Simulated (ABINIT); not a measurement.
# MgB2 (P6/mmm) in ABINIT: a series of runs

The runs below take MgB2 through single point, relaxation of cell and atoms, with PBE, PBEsol, LDA.

Everything below comes from runs of ABINIT 10.8.3 (patched build). Logs are shortened: lines on timing, memory, paths and dates and some standing lists are left out, and cuts for length are marked. The log counts tension as positive stress, the text compression.

## (1) Starting point

It takes space group P6/mmm (No. 191, hexagonal). Conventional cell: a = 3.085 Å, b = 3.085 Å, c = 3.523 Å, α = 90.00°, β = 90.00°, γ = 120.00°. Mg (site symmetry 6/mmm) has 12 B at 2.51 Å as nearest neighbours. B (site symmetry -6m2) is surrounded by 3 B at 1.78 Å.

## (2) Single point, PBE

File run.abi:

```
# Pseudopotentials
pp_dirpath "./"
pseudos "Mg.upf, B.upf"

# Structure
acell 3*1.0 Angstrom
rprim
     3.0850000000     0.0000000000     0.0000000000
    -1.5425000000     2.6716883707     0.0000000000
     0.0000000000     0.0000000000     3.5230000000
ntypat 2
znucl 12 5
natom 3
typat 1 2 2
xcart
     0.0000000000     0.0000000000     0.0000000000
     1.5425000002     0.8905627901     1.7615000000
    -0.0000000002     1.7811255806     1.7615000000 Angstrom

# Plane-wave basis
ecut 40.0

# k points
kptopt 1
ngkpt 8 8 6
nshiftk 1
shiftk 0.0 0.0 0.0

# Exchange and correlation
ixc 11

# Bands and occupations
nband 12
occopt 3
tsmear 0.00183747

# SCF cycle
nstep 100
tolvrs 1.0e-10

# Output
iomode 3
prtwf 0
prtden 0
prteig 0
prtebands 0
enunit 1
```

Potentials or basis: PseudoDojo NC SR PBE v0.4.1 standard.

The run is started by

```sh
$ mpirun --bind-to none -np 4 abinit run.abi > log 2>&1
```

run.abo:

```text
.Version 10.8.3 of ABINIT
 Symmetries : space group P6/m m m (#191); Bravais hP (primitive hexag.)
================================================================================
 Values of the parameters that define the memory need of the present run
     intxc =       0    ionmov =       0      iscf =       7    lmnmax =       4
     lnmax =       4     mgfft =      40  mpssoang =       2    mqgrid =    3001
     natom =       3  nloc_mem =       1    nspden =       1   nspinor =       1
    nsppol =       1      nsym =      24    n1xccc =    2501    ntypat =       2
    occopt =       3   xclevel =       2
       mpw =        2394          nfft =       51840          nkpt =          40
================================================================================
================================================================================

--------------------------------------------------------------------------------
------------- Echo of variables that govern the present computation ------------
--------------------------------------------------------------------------------
 -outvars: echo values of preprocessed input variables --------
            acell      1.8897261259E+00  1.8897261259E+00  1.8897261259E+00 Bohr
              amu      2.43050000E+01  1.08110000E+01
             ecut      4.00000000E+01 Hartree
           enunit           1
              ixc          11
         kptrlatt        8    0    0      0    8    0      0    0    6
          kptrlen      3.99450308E+01
            natom           3
            nband          12
            ngfft          36      36      40
             nkpt          40
            nstep         100
             nsym          24
           ntypat           2
           occopt           3
           prtden           0
        prtebands           0
           prteig           0
            prtwf           0
            rprim      3.0850000000E+00  0.0000000000E+00  0.0000000000E+00
                      -1.5425000000E+00  2.6716883707E+00  0.0000000000E+00
                       0.0000000000E+00  0.0000000000E+00  3.5230000000E+00
          spgroup         191
           tolvrs      1.00000000E-10
           tsmear      1.83747000E-03 Hartree
            typat      1  2  2
           xangst      0.0000000000E+00  0.0000000000E+00  0.0000000000E+00
                       1.5425000000E+00  8.9056279023E-01  1.7615000000E+00
                      -1.7916985633E-17  1.7811255805E+00  1.7615000000E+00
            xcart      0.0000000000E+00  0.0000000000E+00  0.0000000000E+00
                       2.9149025492E+00  1.6829197715E+00  3.3287525708E+00
                      -3.3858195847E-17  3.3658395429E+00  3.3287525708E+00
             xred      0.0000000000E+00  0.0000000000E+00  0.0000000000E+00
                       6.6666666667E-01  3.3333333333E-01  5.0000000000E-01
                       3.3333333333E-01  6.6666666667E-01  5.0000000000E-01
            znucl       12.00000    5.00000

================================================================================

 chkinp: Checking input parameters for consistency.

================================================================================
== DATASET  1 ==================================================================

--- !DatasetInfo
iteration_state: {dtset: 1, }
dimensions: {natom: 3, nkpt: 40, mband: 12, nsppol: 1, nspinor: 1, nspden: 1, mpw: 2394, }
cutoff_energies: {ecut:  40.0, pawecutdg:  -1.0, }
electrons: {nelect:   1.60000000E+01, charge:   0.00000000E+00, occopt:   3.00000000E+00, tsmear:   1.83747000E-03, }
meta: {optdriver: 0, ionmov: 0, optcell: 0, iscf: 7, paral_kgb: 0, }
...

 Exchange-correlation functional for the present dataset will be:
  GGA: Perdew-Burke-Ernzerhof functional - ixc=11
  J.P.Perdew, K.Burke, M.Ernzerhof, PRL 77, 3865 (1996)

 Real(R)+Recip(G) space primitive vectors, cartesian coordinates (Bohr,Bohr^-1):
 R(1)=  5.8298051  0.0000000  0.0000000  G(1)=  0.1715323  0.0990342  0.0000000
 R(2)= -2.9149025  5.0487593  0.0000000  G(2)=  0.0000000  0.1980685  0.0000000
 R(3)=  0.0000000  0.0000000  6.6575051  G(3)=  0.0000000  0.0000000  0.1502064
 Unit cell volume ucvol=  1.9595223E+02 bohr^3
 Angles (23,13,12)=  9.00000000E+01  9.00000000E+01  1.20000000E+02 degrees

 getcut: wavevector=  0.0000  0.0000  0.0000  ngfft=  36  36  40
         ecut(hartree)=     40.000   => boxcut(ratio)=   2.11034

--- Pseudopotential description ------------------------------------------------
- pspini: atom type   1  psp file is ./Mg.upf
12 -101130 1 -1 1510                          pspcod,pspxc,lmax,lloc,mmax
     nproj     2     2

- pspini: atom type   2  psp file is ./B.upf
12 -101130 1 -1 1534                          pspcod,pspxc,lmax,lloc,mmax
     nproj     2     2

   2.56093207E+02                                ecore*ucvol(ha*bohr**3)
--------------------------------------------------------------------------------

================================================================================

--- !BeginCycle
iteration_state: {dtset: 1, }
solver: {iscf: 7, nstep: 100, nline: 4, wfoptalg: 0, }
tolerances: {tolvrs: 1.00E-10, }
...

     iter   Etot(hartree)      deltaE(h)  residm     vres2
 ETOT  1  -65.215445660826    -6.522E+01 1.207E-01 6.337E+02
 ETOT  2  -65.291108907452    -7.566E-02 6.372E-03 7.651E+00
 ETOT  3  -65.291649469684    -5.406E-04 1.586E-03 7.240E-01
 ETOT  4  -65.291704034079    -5.456E-05 1.193E-03 5.217E-02
 ETOT  5  -65.291709010913    -4.977E-06 4.427E-04 4.600E-03
 ETOT  6  -65.291709468988    -4.581E-07 5.949E-04 2.595E-05
 ETOT  7  -65.291709471464    -2.477E-09 3.327E-04 3.254E-07
 ETOT  8  -65.291709471539    -7.508E-11 3.310E-04 5.364E-10
 ETOT  9  -65.291709471536     2.970E-12 2.838E-04 3.826E-12

 At SCF step    9       vres2   =  3.83E-12 < tolvrs=  1.00E-10 =>converged.

 Cartesian components of stress tensor (hartree/bohr^3)
  sigma(1 1)=  3.08432442E-05  sigma(3 2)=  0.00000000E+00
  sigma(2 2)=  3.08432440E-05  sigma(3 1)=  0.00000000E+00
  sigma(3 3)=  4.41506031E-05  sigma(2 1)=  0.00000000E+00

--- !ResultsGS
iteration_state: {dtset: 1, }
comment   : Summary of ground state results
lattice_vectors:
- [  5.8298051,   0.0000000,   0.0000000, ]
- [ -2.9149025,   5.0487593,   0.0000000, ]
- [  0.0000000,   0.0000000,   6.6575051, ]
lattice_lengths: [   5.82981,    5.82981,    6.65751, ]
lattice_angles: [ 90.000,  90.000, 120.000, ] # degrees, (23, 13, 12)
lattice_volume:   1.9595223E+02
convergence: {deltae:  2.970E-12, res2:  3.826E-12, residm:  2.838E-04, diffor: null, }
etotal    :  -6.52917095E+01
entropy   :   0.00000000E+00
fermie    :   2.55737756E-01
cartesian_stress_tensor: # hartree/bohr^3
- [  3.08432442E-05,   0.00000000E+00,   0.00000000E+00, ]
- [  0.00000000E+00,   3.08432440E-05,   0.00000000E+00, ]
- [  0.00000000E+00,   0.00000000E+00,   4.41506031E-05, ]
pressure_GPa:  -1.0379E+00
xred      :
- [  0.0000E+00,   0.0000E+00,   0.0000E+00, Mg]
- [  6.6667E-01,   3.3333E-01,   5.0000E-01,  B]
- [  3.3333E-01,   6.6667E-01,   5.0000E-01,  B]
cartesian_forces: # hartree/bohr
- [ -0.00000000E+00,  -0.00000000E+00,  -0.00000000E+00, ]
- [ -0.00000000E+00,  -0.00000000E+00,  -0.00000000E+00, ]
- [ -0.00000000E+00,  -0.00000000E+00,  -0.00000000E+00, ]
force_length_stats: {min:   0.00000000E+00, max:   0.00000000E+00, mean:   0.00000000E+00, }
...

 Integrated electronic density in atomic spheres:
 ------------------------------------------------
 Atom  Sphere_radius  Integrated_density
    1        2.00000          8.35580202
    2        2.00000          2.64656551
    3        2.00000          2.64656551
================================================================================

 ----iterations are completed or convergence reached----

 Mean square residual over all n,k,spin=   91.133E-08; max=  28.385E-05
 reduced coordinates (array xred) for    3 atoms
       0.000000000000      0.000000000000      0.000000000000
       0.666666666667      0.333333333333      0.500000000000
       0.333333333333      0.666666666667      0.500000000000
 rms dE/dt=  0.0000E+00; max dE/dt=  0.0000E+00; dE/dt below (all hartree)
    1       0.000000000000      0.000000000000      0.000000000000
    2       0.000000000000      0.000000000000      0.000000000000
    3       0.000000000000      0.000000000000      0.000000000000

 cartesian coordinates (angstrom) at end:
    1      0.00000000000000     0.00000000000000     0.00000000000000
    2      1.54250000000000     0.89056279023333     1.76150000000000
    3     -0.00000000000000     1.78112558046667     1.76150000000000

 cartesian forces (hartree/bohr) at end:
    1     -0.00000000000000    -0.00000000000000    -0.00000000000000
    2     -0.00000000000000    -0.00000000000000    -0.00000000000000
    3     -0.00000000000000    -0.00000000000000    -0.00000000000000
 frms,max,avg= 0.0000000E+00 0.0000000E+00   0.000E+00  0.000E+00  0.000E+00 h/b

 cartesian forces (eV/Angstrom) at end:
    1     -0.00000000000000    -0.00000000000000    -0.00000000000000
    2     -0.00000000000000    -0.00000000000000    -0.00000000000000
    3     -0.00000000000000    -0.00000000000000    -0.00000000000000
 frms,max,avg= 0.0000000E+00 0.0000000E+00   0.000E+00  0.000E+00  0.000E+00 e/A
 length scales=  1.889726125908  1.889726125908  1.889726125908 bohr
              =  1.000000000000  1.000000000000  1.000000000000 angstroms
 Fermi (or HOMO) energy (eV) =   6.95898   Average Vxc (eV)= -11.13068
 Eigenvalues (   eV  ) for nkpt=  40  k points:
 kpt#   1, nband= 12, wtk=  0.00260, kpt=  0.0000  0.0000  0.0000 (reduced coord)
 -68.29248  -35.07143  -35.07143  -35.05448   -5.45987    4.02207    7.31011    7.31011
   8.62670   13.26264   13.26264   15.02602
 prteigrs : prtvol=0 or 1, do not print more k-points.

--- !EnergyTerms
iteration_state     : {dtset: 1, }
comment             : Components of total free energy in Hartree
kinetic             :  3.80769983603993E+01
hartree             :  2.03476479863098E+01
xc                  : -1.04196926656873E+01
Ewald energy        : -3.69279619836075E+01
psp_core            :  1.30691650997227E+00
local_psp           : -5.96628692982404E+01
non_local_psp       : -1.80123784715036E+01
internal            : -6.52913395623574E+01
'-kT*entropy'       : -3.69909179095457E-04
total_energy        : -6.52917094715365E+01
total_energy_eV     : -1.77667792509036E+03
band_energy         : -1.21533737608115E+01
...

 Cartesian components of stress tensor (hartree/bohr^3)
  sigma(1 1)=  3.08432442E-05  sigma(3 2)=  0.00000000E+00
  sigma(2 2)=  3.08432440E-05  sigma(3 1)=  0.00000000E+00
  sigma(3 3)=  4.41506031E-05  sigma(2 1)=  0.00000000E+00

-Cartesian components of stress tensor (GPa)         [Pressure= -1.0379E+00 GPa]
- sigma(1 1)=  9.07439573E-01  sigma(3 2)=  0.00000000E+00
- sigma(2 2)=  9.07439569E-01  sigma(3 1)=  0.00000000E+00
- sigma(3 3)=  1.29895559E+00  sigma(2 1)=  0.00000000E+00

== END DATASET(S) ==============================================================
================================================================================

 -outvars: echo values of variables after computation  --------
            acell      1.8897261259E+00  1.8897261259E+00  1.8897261259E+00 Bohr
           etotal     -6.5291709472E+01
            fcart     -0.0000000000E+00 -0.0000000000E+00 -0.0000000000E+00
                      -0.0000000000E+00 -0.0000000000E+00 -0.0000000000E+00
                      -0.0000000000E+00 -0.0000000000E+00 -0.0000000000E+00
            rprim      3.0850000000E+00  0.0000000000E+00  0.0000000000E+00
                      -1.5425000000E+00  2.6716883707E+00  0.0000000000E+00
                       0.0000000000E+00  0.0000000000E+00  3.5230000000E+00
           strten      3.0843244175E-05  3.0843244049E-05  4.4150603095E-05
                       0.0000000000E+00  0.0000000000E+00  0.0000000000E+00
           xangst      0.0000000000E+00  0.0000000000E+00  0.0000000000E+00
                       1.5425000000E+00  8.9056279023E-01  1.7615000000E+00
                      -1.7916985633E-17  1.7811255805E+00  1.7615000000E+00
             xred      0.0000000000E+00  0.0000000000E+00  0.0000000000E+00
                       6.6666666667E-01  3.3333333333E-01  5.0000000000E-01
                       3.3333333333E-01  6.6666666667E-01  5.0000000000E-01
 Calculation completed.
```

Wall time 4.1 s (4 MPI ranks of AMD EPYC 9R45 (Zen 5), shared host); peak memory 0.28 GiB.

What came out:

| Property | Result |
| --- | --- |
| Free energy | -1776.6779 eV |
| Pressure | -1.0 GPa |
| Band gap on the k mesh | none (metal or under the smearing width) |
| Valence electrons inside the program's atomic spheres | Mg 8.36; B 2.65 |

Stress tensor (GPa, compression positive):
```
-0.91  0.00  0.00
 0.00 -0.91  0.00
 0.00  0.00 -1.30
```

Levels at points of the mesh, in eV from the Fermi level:
```tsv
k point	band 6	band 7	band 8	band 9	band 10	band 11
(0.00, 0.00, 0.00)	-2.94	0.35	0.35	1.67	6.30	6.30
(0.50, 0.00, 0.00)	-7.83	-2.19	0.22	3.07	3.90	5.32
(0.00, 0.00, 0.50)	-7.43	0.72	0.72	6.66	6.66	7.92
(0.50, 0.00, 0.50)	-6.92	-3.56	-1.89	-1.29	5.70	8.76
```

## (3) Single point, PBEsol

File run.abi:

```
# Pseudopotentials
pp_dirpath "./"
pseudos "Mg.upf, B.upf"

# Structure
acell 3.085 3.085 3.523 Angstrom
rprim
     1.0000000000     0.0000000000     0.0000000000
    -0.5000000000     0.8660254038     0.0000000000
     0.0000000000     0.0000000000     1.0000000000
ntypat 2
znucl 12 5
natom 3
typat 1 2 2
xred
     0.0000000000     0.0000000000     0.0000000000
     0.6666666667     0.3333333333     0.5000000000
     0.3333333333     0.6666666667     0.5000000000

# Plane-wave basis
ecut 38.0

# k points
kptopt 1
ngkpt 8 8 6
nshiftk 1
shiftk 0.0 0.0 0.0

# Exchange and correlation
ixc -116133

# Bands and occupations
nband 12
occopt 3
tsmear 0.05 eV

# SCF cycle
nstep 100
tolvrs 1.0e-10

# Output
iomode 3
prtwf 0
prtden 0
prteig 0
prtebands 0
```

Potentials or basis: PseudoDojo NC SR PBEsol v0.4.1 standard.

The run is started by

```sh
$ abinit run.abi > log 2>&1
```

Wall time 28 s (1 thread of Arm Neoverse V1, shared host); peak memory 0.08 GiB.

It converged, with:

| Quantity | Value |
| --- | --- |
| Free energy | -1773.9814 eV |
| Pressure | -3.3 GPa |
| Band gap on the k mesh | none (metal or under the smearing width) |
| Valence electrons inside the program's atomic spheres | Mg 8.36; B 2.63 |

Stress tensor (GPa, compression positive):
```
-2.98  0.00  0.00
 0.00 -2.98  0.00
 0.00  0.00 -3.93
```

Levels at points of the mesh, in eV from the Fermi level:
```csv
k point,band 6,band 7,band 8,band 9,band 10,band 11
"(0.00, 0.00, 0.00)",-2.94,0.38,0.38,1.64,6.29,6.29
"(0.50, 0.00, 0.00)",-7.84,-2.17,0.22,3.07,3.86,5.29
"(0.00, 0.00, 0.50)",-7.45,0.76,0.76,6.64,6.64,7.93
"(0.50, 0.00, 0.50)",-6.92,-3.57,-1.87,-1.31,5.68,8.73
```

## (4) Relaxation of cell and atoms, LDA

File run.abi:

```
# Pseudopotentials
pp_dirpath "./"
pseudos "Mg.LDA_PW-JTH.xml, B.LDA_PW-JTH.xml"

# Structure
acell 5.8298050945 5.8298050945 6.6575051371
rprim
     1.0000000000     0.0000000000     0.0000000000
    -0.5000000000     0.8660254038     0.0000000000
     0.0000000000     0.0000000000     1.0000000000
ntypat 2
znucl 12 5
natom 3
typat 1 2 2
chkprim 0
chksymtnons 0
tolsym 1.0e-6
xred
            0.0            0.0            0.0
            2/3            1/3            1/2
            1/3            2/3            1/2

# Plane-wave basis
ecut 517.016339 eV
pawecutdg 38.0
pawovlp -1
ecutsm 0.5

# k points
kptopt 1
ngkpt 8 8 6
nshiftk 1
shiftk 0.0 0.0 0.0

# Exchange and correlation
ixc 7

# Bands and occupations
nband 12
occopt 3
tsmear 0.05 eV

# SCF cycle
nstep 80
tolvrs 1.0e-10

# Output
iomode 3
prteig 0
prtebands 0
prtwf 0
prtden 0

# Relaxation
ionmov 2
optcell 2
ntime 50
tolmxf 2.0e-5
dilatmx 1.08
```

Potentials or basis: JTH PAW LDA v2.0.

The run is started by

```sh
$ abinit run.abi > log 2>&1
```

Wall time 48 s (1 thread of Arm Neoverse V2, shared host); peak memory 0.08 GiB.

The run converged. Its results:

| Property | Result |
| --- | --- |
| Free energy | -1884.6703 eV |
| Relaxed volume | 9.20 Å³/atom |
| Relaxed cell | a = 3.044 Å, b = 3.044 Å, c = 3.438 Å, α = 90.00°, β = 90.00°, γ = 120.00° |
| Space group after relaxing (to 0.05 Å) | P6/mmm (No. 191) |
| Energy gained by relaxing | 11.2 meV/atom |
| Ionic steps | 6 |
| Pressure after relaxing | 0.0 GPa |
| Band gap on the k mesh | none (metal or under the smearing width) |

Step by step:
```csv
step,energy change (eV),largest force (eV/Å),pressure (GPa),volume (Å³)
1,0.0000,0.0000,-7.22,29.04
2,-0.0224,0.0000,-4.01,28.40
3,-0.0325,0.0000,0.13,27.64
4,-0.0330,0.0000,0.12,27.62
5,-0.0337,0.0000,0.00,27.59
6,-0.0337,0.0000,0.00,27.59
```

Final structure:
```cif
data_structure
_symmetry_space_group_name_H-M 'P 1'
_symmetry_Int_Tables_number 1
_cell_length_a 3.0443
_cell_length_b 3.0443
_cell_length_c 3.4378
_cell_angle_alpha 90.000
_cell_angle_beta 90.000
_cell_angle_gamma 120.000
_cell_volume 27.59
loop_
_atom_site_label
_atom_site_type_symbol
_atom_site_fract_x
_atom_site_fract_y
_atom_site_fract_z
_atom_site_occupancy
Mg1 Mg 0.00000 0.00000 0.00000 1
B1 B 0.66667 0.33333 0.50000 1
B2 B 0.33333 0.66667 0.50000 1
```

Caveat: the atomic spheres overlap. Zero-point motion and thermal expansion aren't in these numbers.

## (5) Summary

| task | level | potentials or basis | cell | cutoff (eV) | cell freedom (optcell) | optimiser (ionmov) | cutoff smearing ecutsm (Ha) | force stop (Ha/bohr) | fine-grid cutoff | gap on the mesh (eV) | pressure (GPa) |
| --- | --- | --- | --- | --- | --- | --- | --- | --- | --- | --- | --- |
| single point | PBE | PseudoDojo NC SR PBE v0.4.1 standard | as given | 1088 | - | - | - | - | - | none | -1.0 |
| single point | PBEsol | PseudoDojo NC SR PBEsol v0.4.1 standard | as given | 1034 | - | - | - | - | - | none | -3.3 |
| relaxation of cell and atoms | LDA | JTH PAW LDA v2.0 | relaxed | 517 | 2 | 2 | 0.5 | 2e-05 | 1034.03 eV | none | 0.0 |

Alike in all rows: no spin polarisation; k mesh 8 × 8 × 6; smearing fermi-dirac 0.05 eV.

Caveats: the atomic spheres overlap (some runs).

Total energies depend on the potentials used, so only differences within one code and one set of settings carry meaning.
